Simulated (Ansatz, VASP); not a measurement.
Given: the input of a run of Ansatz 0.2.0 on Pt.

Contents of input.yaml:

```yaml
crystal:
  lattice:
    - [2.7233547499, 0.0, 0.0]
    - [-1.361677375, 2.3584943969, 0.0]
    - [0.0, 0.0, 4.727367493]
  atoms:
    - { symbol: Pt, position: [0.3333333333, 0.6666666667, 0.25] }
    - { symbol: Pt, position: [0.6666666667, 0.3333333333, 0.75] }
kpoints:
  mp_grid: { grid: [11, 11, 6] }
scf:
  occupations: { method: fermi_dirac, width: 0.05 }
hamiltonian:
  xc: lda
  pseudopotentials: { kind: all_electron, lapw: { basis_error: 0.001 } }
output:
  forces: true
  stress: true
  eigenvalues: true
```

Potentials or basis: all-electron LAPW, scalar-relativistic.

The run is started by

```console
$ ansatz run input.yaml --threads 1 --pin off --max-ram 3072MiB --backend cpu --events-out ev --progress --plain --runs-dir out
```

Task: Set up the same calculation for VASP 6.6.1. Potentials there: VASP PAW LDA potentials, release 64 (Pt).

Result: As run (the cutoff follows the program's own potentials):

File INCAR:

```
SYSTEM = Pt
ALGO = Fast
EDIFF = 1E-6
ENCUT = 520
GGA = CA
ISIF = 2
ISMEAR = -1
LASPH = .TRUE.
LCHARG = .FALSE.
LREAL = .FALSE.
LWAVE = .FALSE.
NBANDS = 17
NELM = 80
PREC = Accurate
SIGMA = 0.05
```

The input KPOINTS:

```
k-points
0
G
  11 11 6
  0 0 0
```

The input POSCAR:

```
Pt
1.0
    2.7233547499      0.0000000000      0.0000000000
   -1.3616773750      2.3584943969      0.0000000000
    0.0000000000      0.0000000000      4.7273674930
Pt
2
Direct
    0.3333333333      0.6666666667      0.2500000000
    0.6666666667      0.3333333333      0.7500000000
```

Potentials or basis: VASP PAW LDA potentials, release 64 (Pt).

The run is started by

```sh
$ cat potpaw_LDA.64/Pt/POTCAR > POTCAR
$ mpirun -np 1 vasp_std > vasp.out
```

Both were run:

|  | VASP | Ansatz | Ansatz less VASP |
| --- | --- | --- | --- |
| gap on the k mesh at the Fermi level (eV) | none | none | - |
| pressure (GPa) | -5.1 | -5.8 | -0.71 |
| largest component of the traceless stress (GPa) | 1.68 | 1.35 | -0.329 |

A gap of «none» marks a metal or a gap that the smearing closes. Ansatz ran all-electron here, so the differences hold the error of VASP's frozen core and of both bases.

Spin-orbit coupling is left out, which matters for the levels of Pt.
